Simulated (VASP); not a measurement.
# HC60N3 (a cell with a defect) in VASP: settings compared

One crystal, HC60N3 (a cell with a defect), is run at these levels: PBE, LDA, r2SCAN; tasks: single point.

All numbers are computed with VASP 6.6.1; they aren't measurements. Logs are shortened: lines on timing, memory, paths and dates and some standing lists are left out, and cuts for length are marked.

## 1. The crystal as given

The cell holds a defect, 64 atoms: a = 7.140 Å, b = 7.140 Å, c = 7.140 Å, α = 90.00°, β = 90.00°, γ = 90.00°.

The cell was built by a generator and needn't be a form met in nature.

## 2. Single point, PBE

Input file INCAR:

```
SYSTEM = HC60N3
PREC = Accurate ; ENCUT = 520
EDIFF = 1E-6 ; ISMEAR = 0
SIGMA = 0.03 ; LREAL = .False.
LASPH = .True. ; NELM = 80
ALGO = Normal ; ISIF = 2
LWAVE = .False. ; LCHARG = .False.
GGA = PE
```

Input file KPOINTS:

```
Automatic mesh
0
Gamma
  2 2 2
  0 0 0
```

Input file POSCAR:

```
HC60N3
1.0
    7.1400000000      0.0000000000      0.0000000000
    0.0000000000      7.1400000000      0.0000000000
    0.0000000000      0.0000000000      7.1400000000
H C N
1 60 3
Direct
    0.5479784600      0.5479784600      0.5479784600
    0.6351474600      0.6351474600      0.6351474600
    0.5014860000      0.7507060000      0.7507060000
    0.7507060000      0.5014860000      0.7507060000
    0.7507060000      0.7507060000      0.5014860000
    0.4950870000      0.2505090000      0.7494590000
    0.4950870000      0.7494590000      0.2505090000
    0.2505090000      0.4950870000      0.7494590000
    0.7494590000      0.4950870000      0.2505090000
    0.2505090000      0.7494590000      0.4950870000
    0.7494590000      0.2505090000      0.4950870000
    0.6235760000      0.3759650000      0.8734240000
    0.6235760000      0.8734240000      0.3759650000
    0.3759650000      0.6235760000      0.8734240000
    0.8734240000      0.6235760000      0.3759650000
    0.3759650000      0.8734240000      0.6235760000
    0.8734240000      0.3759650000      0.6235760000
    0.5050870000      0.2510410000      0.2510410000
    0.2510410000      0.5050870000      0.2510410000
    0.2510410000      0.2510410000      0.5050870000
    0.1273950000      0.6227350000      0.6227350000
    0.6227350000      0.1273950000      0.6227350000
    0.6227350000      0.6227350000      0.1273950000
    0.9999620000      0.4999560000      0.4999560000
    0.4999560000      0.9999620000      0.4999560000
    0.4999560000      0.4999560000      0.9999620000
    0.1278200000      0.3773090000      0.3773090000
    0.3773090000      0.1278200000      0.3773090000
    0.3773090000      0.3773090000      0.1278200000
    0.6239330000      0.8758650000      0.8758650000
    0.8758650000      0.6239330000      0.8758650000
    0.8758650000      0.8758650000      0.6239330000
    0.0011195000      0.7494200000      0.7494200000
    0.7494200000      0.0011195000      0.7494200000
    0.7494200000      0.7494200000      0.0011195000
    0.1237350000      0.3750450000      0.8761320000
    0.1237350000      0.8761320000      0.3750450000
    0.3750450000      0.1237350000      0.8761320000
    0.8761320000      0.1237350000      0.3750450000
    0.3750450000      0.8761320000      0.1237350000
    0.8761320000      0.3750450000      0.1237350000
    0.9987500000      0.2495250000      0.7493430000
    0.9987500000      0.7493430000      0.2495250000
    0.2495250000      0.9987500000      0.7493430000
    0.7493430000      0.9987500000      0.2495250000
    0.2495250000      0.7493430000      0.9987500000
    0.7493430000      0.2495250000      0.9987500000
    0.1237820000      0.1237820000      0.6246850000
    0.1237820000      0.6246850000      0.1237820000
    0.6246850000      0.1237820000      0.1237820000
    0.0017403000      0.2503660000      0.2503660000
    0.2503660000      0.0017403000      0.2503660000
    0.2503660000      0.2503660000      0.0017403000
    0.1249420000      0.8743930000      0.8743930000
    0.8743930000      0.1249420000      0.8743930000
    0.8743930000      0.8743930000      0.1249420000
    0.9999680000      0.9999680000      0.4998950000
    0.9999680000      0.4998950000      0.9999680000
    0.4998950000      0.9999680000      0.9999680000
    0.1254050000      0.1254050000      0.1254050000
    0.9997840000      0.9997840000      0.9997840000
    0.6351560000      0.3648080000      0.3648080000
    0.3648080000      0.6351560000      0.3648080000
    0.3648080000      0.3648080000      0.6351560000
```

Potentials or basis: VASP PAW PBE potentials, release 64 (H, C, N).

Run with:

```sh
> cat potpaw_PBE.64/H/POTCAR potpaw_PBE.64/C/POTCAR potpaw_PBE.64/N/POTCAR > POTCAR
> mpirun -np 1 vasp_std > vasp.out
```

OUTCAR:

```text
SYSTEM = HC60N3
   PREC = Accurate
   ENCUT = 520
   EDIFF = 1E-6
   ISMEAR = 0
   LREAL = .False.
   LASPH = .True.
   NELM = 80
   ISIF = 2
   GGA = PE

 ion  position               nearest neighbor table
   1  0.548  0.548  0.548-   2 1.08
   2  0.635  0.635  0.635-   1 1.08   3 1.51   4 1.51   5 1.51
   3  0.501  0.751  0.751-   2 1.51  30 1.54  16 1.55  14 1.55
   4  0.751  0.501  0.751-   2 1.51  31 1.54  17 1.55  12 1.55
   5  0.751  0.751  0.501-   2 1.51  32 1.54  15 1.55  13 1.55
   6  0.495  0.251  0.749-  64 1.48  38 1.54  22 1.56  12 1.56
   7  0.495  0.749  0.251-  63 1.48  40 1.54  23 1.56  13 1.56
[... 52 lines left out ...]
  60  0.125  0.125  0.125-  51 1.54  52 1.54  53 1.54  61 1.55
  61  1.000  1.000  1.000-  54 1.55  55 1.55  56 1.55  60 1.55
  62  0.635  0.365  0.365-  18 1.48  11 1.48   9 1.48
  63  0.365  0.635  0.365-  19 1.48  10 1.48   7 1.48
  64  0.365  0.365  0.635-  20 1.48   8 1.48   6 1.48

  LATTYP: Found a simple cubic cell.
 ALAT       =     7.1400000000

  Lattice vectors:

 A1 = (   7.1400000000,   0.0000000000,   0.0000000000)
 A2 = (   0.0000000000,   7.1400000000,   0.0000000000)
 A3 = (   0.0000000000,   0.0000000000,   7.1400000000)

Analysis of symmetry for initial positions (statically):
=====================================================================
 Subroutine PRICEL returns:
 Original cell was already a primitive cell.

 Routine SETGRP: Setting up the symmetry group for a
 simple cubic supercell.

 Subroutine GETGRP returns: Found  6 space group operations
 (whereof  6 operations were pure point group operations)
 out of a pool of 48 trial point group operations.

The static configuration has the point symmetry C_3v.

Analysis of symmetry for dynamics (positions and initial velocities):
=====================================================================
 Subroutine PRICEL returns:
 Original cell was already a primitive cell.

 Routine SETGRP: Setting up the symmetry group for a
 simple cubic supercell.

 Subroutine GETGRP returns: Found  6 space group operations
 (whereof  6 operations were pure point group operations)
 out of a pool of 48 trial point group operations.

The dynamic configuration has the point symmetry C_3v.

 Subroutine INISYM returns: Found  6 space group operations
 (whereof  6 operations are pure point group operations),
 and found     1 'primitive' translations

----------------------------------------------------------------------------------------

                                     Primitive cell

  volume of cell :     363.9943

  direct lattice vectors                    reciprocal lattice vectors
     7.140000000  0.000000000  0.000000000     0.140056022  0.000000000  0.000000000
     0.000000000  7.140000000  0.000000000     0.000000000  0.140056022  0.000000000
     0.000000000  0.000000000  7.140000000     0.000000000  0.000000000  0.140056022

  length of vectors
     7.140000000  7.140000000  7.140000000     0.140056022  0.140056022  0.140056022

  position of ions in fractional coordinates (direct lattice)
     0.547978460  0.547978460  0.547978460
     0.635147460  0.635147460  0.635147460
     0.501486000  0.750706000  0.750706000
     0.750706000  0.501486000  0.750706000
     0.750706000  0.750706000  0.501486000
     0.495087000  0.250509000  0.749459000
[... 56 lines left out ...]
     0.364808000  0.635156000  0.364808000
     0.364808000  0.364808000  0.635156000

  ion indices of the primitive-cell ions
   primitive index   ion index
                 1           1
                 2           2
                 3           3
                 4           4
                 5           5
                 6           6
[... 56 lines left out ...]
                63          63
                64          64

----------------------------------------------------------------------------------------

 KPOINTS: Automatic mesh

Automatic generation of k-mesh.
 Grid dimensions read from file:
 generate k-points for:    2    2    2

 Generating k-lattice:

[... 43 lines left out ...]
  energy-cutoff  :      520.00
  volume of cell :      363.99
 maximum number of plane-waves:      9808
 NGX is ok and might be reduce to    54
   NGX = 27   NGY = 27   NGZ = 27

 number of electron     256.0000002 magnetization

 Free energy of the ion-electron system (eV)
  ---------------------------------------------------
  ext. energy  EPLUGINS =         0.00000000
  ---------------------------------------------------
  free energy    TOTEN  =      -570.50079214 eV

  energy without entropy =     -570.50079214  energy(sigma->0) =     -570.50079214

 E-fermi :  10.0621     XC(G=0): -13.1694

 val. band max:        9.8333667329   @ k =   0.0000   0.0000   0.0000
 cond. band min:      13.5224600842   @ k =   0.5000   0.0000   0.0000
 fundamental gap:      3.6890933513
 Fermi energy:        10.0621229907

 k-point     1 :       0.0000    0.0000    0.0000
  band No.  band energies     occupation
      1     -12.2416      2.00000
      2     -10.5945      2.00000
      3     -10.5945      2.00000
      4     -10.1565      2.00000
      5      -9.7694      2.00000
      6      -9.7694      2.00000
[... 132 lines left out ...]
    139      14.3620      0.00000
    140      14.5372      0.00000

 k-point     2 :       0.5000    0.0000    0.0000
  band No.  band energies     occupation
      1     -11.8128      2.00000
      2     -11.5852      2.00000
      3     -10.4726      2.00000
      4     -10.0300      2.00000
      5      -9.5425      2.00000
      6      -9.2381      2.00000
[... 132 lines left out ...]
    139      16.0107      0.00000
    140      16.0715      0.00000

 k-point     3 :       0.5000    0.5000    0.0000
  band No.  band energies     occupation
      1     -11.4269      2.00000
      2     -11.2788      2.00000
      3     -11.1211      2.00000
      4     -10.8023      2.00000
      5      -9.8020      2.00000
      6      -9.3834      2.00000
[... 132 lines left out ...]
    139      15.8125      0.00000
    140      15.9185      0.00000

 k-point     4 :       0.5000    0.5000    0.5000
  band No.  band energies     occupation
      1     -11.1126      2.00000
      2     -11.0254      2.00000
      3     -11.0254      2.00000
      4     -10.3029      2.00000
      5     -10.2753      2.00000
      6     -10.2753      2.00000
[... 132 lines left out ...]
    139      15.4581      0.00000
    140      15.4631      0.00000
 [bands above 140 left out]

------------------------ aborting loop because EDIFF is reached ----------------------------------------

  FORCE on cell =-STRESS in cart. coord.  units (eV):
  Direction    XX          YY          ZZ          XY          YZ          ZX
  --------------------------------------------------------------------------------------
  -------------------------------------------------------------------------------------
  Total        2.7679477      2.7679477      2.7679477     -1.4327505     -1.4327505     -1.4327505
  in kB       12.1835494     12.1835494     12.1835494     -6.3064729     -6.3064729     -6.3064729
  external PRESSURE =      12.1835494 kB  Pullay stress =       0.0000000 kB

 VOLUME and BASIS-vectors are now :
 -----------------------------------------------------------------------------
  energy-cutoff  :      520.00
  volume of cell :      363.99
      direct lattice vectors                 reciprocal lattice vectors
     7.140000000  0.000000000  0.000000000     0.140056022  0.000000000  0.000000000
     0.000000000  7.140000000  0.000000000     0.000000000  0.140056022  0.000000000
     0.000000000  0.000000000  7.140000000     0.000000000  0.000000000  0.140056022

 POSITION                                       TOTAL-FORCE (eV/Angst)
 -----------------------------------------------------------------------------------
      3.91257      3.91257      3.91257        -0.089742     -0.089742     -0.089742
      4.53495      4.53495      4.53495        -0.707820     -0.707820     -0.707820
      3.58061      5.36004      5.36004         0.077157      0.258813      0.258813
      5.36004      3.58061      5.36004         0.258813      0.077157      0.258813
      5.36004      5.36004      3.58061         0.258813      0.258813      0.077157
      3.53492      1.78863      5.35114        -0.010230      0.005405     -0.006863
[... 56 lines left out ...]
      2.60473      4.53501      2.60473         0.051373      0.001137      0.051373
      2.60473      2.60473      4.53501         0.051373      0.051373      0.001137
 -----------------------------------------------------------------------------------
    total drift:                                0.000193      0.000193      0.000191

  FREE ENERGIE OF THE ION-ELECTRON SYSTEM (eV)
  ---------------------------------------------------
  free  energy   TOTEN  =      -570.5007921440 eV

  energy  without entropy=     -570.5007921440  energy(sigma->0) =     -570.50079214
```

Run time: 5.9 min. Hardware: 1 thread of Intel Xeon 6975P-C (Granite Rapids), shared host; peak memory 0.45 GiB.

What came out:

```
Free energy            : -570.5008 eV
Pressure               : 1.2 GPa
Largest force          : 1.226 eV/Å
Band gap on the k mesh : 3.69 eV, indirect (least direct gap 3.75 eV)
```

Forces on the atoms (eV/Å):
```
H   -0.090 -0.090 -0.090
C   -0.708 -0.708 -0.708
C    0.077  0.259  0.259
C    0.259  0.077  0.259
C    0.259  0.259  0.077
C   -0.010  0.005 -0.007
C   -0.010 -0.007  0.005
C    0.005 -0.010 -0.007
C   -0.007 -0.010  0.005
C    0.005 -0.007 -0.010
C   -0.007  0.005 -0.010
C   -0.030  0.020 -0.022
C   -0.030 -0.022  0.020
C    0.020 -0.030 -0.022
C   -0.022 -0.030  0.020
C    0.020 -0.022 -0.030
C   -0.022  0.020 -0.030
C    0.000  0.007  0.007
C    0.007  0.000  0.007
C    0.007  0.007  0.000
C    0.003  0.002  0.002
C    0.002  0.003  0.002
C    0.002  0.002  0.003
C    0.005 -0.003 -0.003
C   -0.003  0.005 -0.003
C   -0.003 -0.003  0.005
C    0.001 -0.002 -0.002
C   -0.002  0.001 -0.002
C   -0.002 -0.002  0.001
C   -0.077  0.101  0.101
C    0.101 -0.077  0.101
C    0.101  0.101 -0.077
C   -0.005 -0.006 -0.006
C   -0.006 -0.005 -0.006
C   -0.006 -0.006 -0.005
C   -0.003  0.005  0.003
C   -0.003  0.003  0.005
C    0.005 -0.003  0.003
C    0.003 -0.003  0.005
C    0.005  0.003 -0.003
C    0.003  0.005 -0.003
C   -0.004  0.006  0.008
C   -0.004  0.008  0.006
C    0.006 -0.004  0.008
C    0.008 -0.004  0.006
C    0.006  0.008 -0.004
C    0.008  0.006 -0.004
C    0.004  0.004 -0.014
C    0.004 -0.014  0.004
C   -0.014  0.004  0.004
C   -0.003 -0.003 -0.003
C   -0.003 -0.003 -0.003
C   -0.003 -0.003 -0.003
C   -0.003  0.000  0.000
C    0.000 -0.003  0.000
C    0.000  0.000 -0.003
C    0.014  0.014  0.019
C    0.014  0.019  0.014
C    0.019  0.014  0.014
C   -0.002 -0.002 -0.002
C    0.003  0.003  0.003
N    0.001  0.051  0.051
N    0.051  0.001  0.051
N    0.051  0.051  0.001
```

Levels at points of the mesh, in eV from the valence-band top:
| k point | band 125 | band 126 | band 127 | band 128 | band 129 | band 130 | band 131 | band 132 |
| --- | --- | --- | --- | --- | --- | --- | --- | --- |
| (0.00, 0.00, 0.00) | -1.47 | -0.30 | 0.00 | 0.00 | 3.75 | 3.91 | 3.91 | 4.12 |
| (0.50, 0.00, 0.00) | -1.77 | -1.05 | -0.67 | -0.54 | 3.69 | 3.81 | 4.66 | 5.05 |
| (0.50, 0.50, 0.00) | -1.27 | -1.21 | -0.45 | -0.29 | 5.02 | 5.05 | 5.26 | 5.50 |
| (0.50, 0.50, 0.50) | -2.08 | -0.82 | -0.40 | -0.40 | 4.93 | 4.93 | 5.11 | 5.45 |

Caveat: the k mesh is coarse (spacing up to 0.44 Å⁻¹), so the values aren't converged.

## 3. Single point, LDA

INCAR: that of step 2 with these lines changed.

```diff
@@ -7,2 +7 @@
 LWAVE = .False. ; LCHARG = .False.
-GGA = PE
```

KPOINTS is that of step 2.

POSCAR is that of step 2.

Potentials or basis: VASP PAW LDA potentials, release 64 (H, C, N).

Run with:

```sh
> cat potpaw_LDA.64/H/POTCAR potpaw_LDA.64/C/POTCAR potpaw_LDA.64/N/POTCAR > POTCAR
> mpirun -np 1 vasp_std > vasp.out
```

Run time: 6.4 min. Hardware: 1 thread of Intel Xeon 6975P-C (Granite Rapids), shared host; peak memory 0.39 GiB.

The run converged. Its results:

- Free energy: -635.3196 eV
- Pressure: -12.8 GPa
- Largest force: 0.677 eV/Å
- Band gap on the k mesh: 3.64 eV, indirect (least direct gap 3.70 eV)

Forces on the atoms (eV/Å):
```
H   -0.342 -0.342 -0.342
C   -0.391 -0.391 -0.391
C    0.091  0.249  0.249
C    0.249  0.091  0.249
C    0.249  0.249  0.091
C   -0.061  0.077 -0.079
C   -0.061 -0.079  0.077
C    0.077 -0.061 -0.079
C   -0.079 -0.061  0.077
C    0.077 -0.079 -0.061
C   -0.079  0.077 -0.061
C   -0.028  0.021 -0.013
C   -0.028 -0.013  0.021
C    0.021 -0.028 -0.013
C   -0.013 -0.028  0.021
C    0.021 -0.013 -0.028
C   -0.013  0.021 -0.028
C    0.050  0.082  0.082
C    0.082  0.050  0.082
C    0.082  0.082  0.050
C   -0.009  0.002  0.002
C    0.002 -0.009  0.002
C    0.002  0.002 -0.009
C    0.008 -0.004 -0.004
C   -0.004  0.008 -0.004
C   -0.004 -0.004  0.008
C   -0.011 -0.002 -0.002
C   -0.002 -0.011 -0.002
C   -0.002 -0.002 -0.011
C   -0.079  0.102  0.102
C    0.102 -0.079  0.102
C    0.102  0.102 -0.079
C   -0.006 -0.004 -0.004
C   -0.004 -0.006 -0.004
C   -0.004 -0.004 -0.006
C   -0.002  0.000  0.002
C   -0.002  0.002  0.000
C    0.000 -0.002  0.002
C    0.002 -0.002  0.000
C    0.000  0.002 -0.002
C    0.002  0.000 -0.002
C   -0.004  0.007  0.006
C   -0.004  0.006  0.007
C    0.007 -0.004  0.006
C    0.006 -0.004  0.007
C    0.007  0.006 -0.004
C    0.006  0.007 -0.004
C    0.005  0.005 -0.007
C    0.005 -0.007  0.005
C   -0.007  0.005  0.005
C   -0.005 -0.004 -0.004
C   -0.004 -0.005 -0.004
C   -0.004 -0.004 -0.005
C   -0.004  0.000  0.000
C    0.000 -0.004  0.000
C    0.000  0.000 -0.004
C    0.015  0.015  0.022
C    0.015  0.022  0.015
C    0.022  0.015  0.015
C   -0.001 -0.001 -0.001
C    0.002  0.002  0.002
N    0.185 -0.120 -0.120
N   -0.120  0.185 -0.120
N   -0.120 -0.120  0.185
```

Stress tensor (GPa, compression positive):
```
-12.79  -0.57  -0.57
 -0.57 -12.79  -0.57
 -0.57  -0.57 -12.79
```

Levels at points of the mesh, in eV from the valence-band top:
```
           k point  band 126  band 127  band 128  band 129  band 130  band 131
(0.00, 0.00, 0.00)     -0.29      0.00      0.00      3.70      3.86      3.86
(0.50, 0.00, 0.00)     -1.02     -0.65     -0.53      3.64      3.76      4.61
(0.50, 0.50, 0.00)     -1.22     -0.44     -0.28      4.95      4.97      5.19
(0.50, 0.50, 0.50)     -0.79     -0.39     -0.39      4.87      4.87      5.06
```

Caveat: the k mesh is coarse (spacing up to 0.44 Å⁻¹), so the values aren't converged. As with any semilocal functional, this LDA gap is likely too small.

(Part 1 of 2 ends here.)
